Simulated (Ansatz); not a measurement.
Bulk crystal (WSe2) after relaxation:

```cif
data_structure
_symmetry_space_group_name_H-M 'P-6m2'
_symmetry_Int_Tables_number 187
_cell_length_a 3.3201
_cell_length_b 3.3201
_cell_length_c 16.6542
_cell_angle_alpha 90.000
_cell_angle_beta 90.000
_cell_angle_gamma 120.000
_cell_volume 158.98
loop_
_atom_site_label
_atom_site_type_symbol
_atom_site_symmetry_multiplicity
_atom_site_Wyckoff_symbol
_atom_site_fract_x
_atom_site_fract_y
_atom_site_fract_z
_atom_site_occupancy
W1 W 1 a 0.00000 0.00000 0.00000 1
Se1 Se 2 h 0.33333 0.66667 0.10078 1
```

Miller indices refer to the conventional cell of P-6m2 (No. 187), a = 3.320 Å, b = 3.320 Å, c = 16.654 Å, α = 90.00°, β = 90.00°, γ = 120.00°. The bulk's gap is 1.55 eV.

Consider the (001) slab of 4 planes, 16.7 Å thick with 15 Å of vacuum as cut; outer planes W (top) and W (bottom), all atoms relaxed.

All numbers below come from DFT PBE, scalar-relativistic, plane waves, PAW in Ansatz. Settings: cutoff 420 eV, Γ-centred mesh 9×9×1 on the computed 4-atom cell, Gaussian smearing of 0.05 eV; no spin polarisation. A dipole correction removes the field between periodic images along c.

The slab isn't stoichiometric (WSe), so its surface energy depends on the chemical potentials; it is given with the excess atoms taken from the element's standard state, a limit at which the compound may itself be unstable, so the figure can be too low.

**Question.** Give the surface energy with the excess atoms taken from the elements.

**Answer.** 4.40 J/m².

**Question.** Give the gap of the slab on the mesh.

**Answer.** 0.35 eV.

**Question.** The top two planes lie 1.678 Å apart in the bulk. How does relaxation change this?

**Answer.** The spacing becomes 1.633 Å (-2.7 %).

Spin-orbit coupling is left out, which matters for the bands of heavy elements. An odd mesh misses points on the zone edge, so a gap read on it can be too wide. Each cell of WSe2 holds layers, and where no dispersion correction was added their binding is poorly described. Gaps are read on the k points sampled, so a band crossing between them can be missed.

The reference crystal is a form of WSe2, which isn't its usual structure.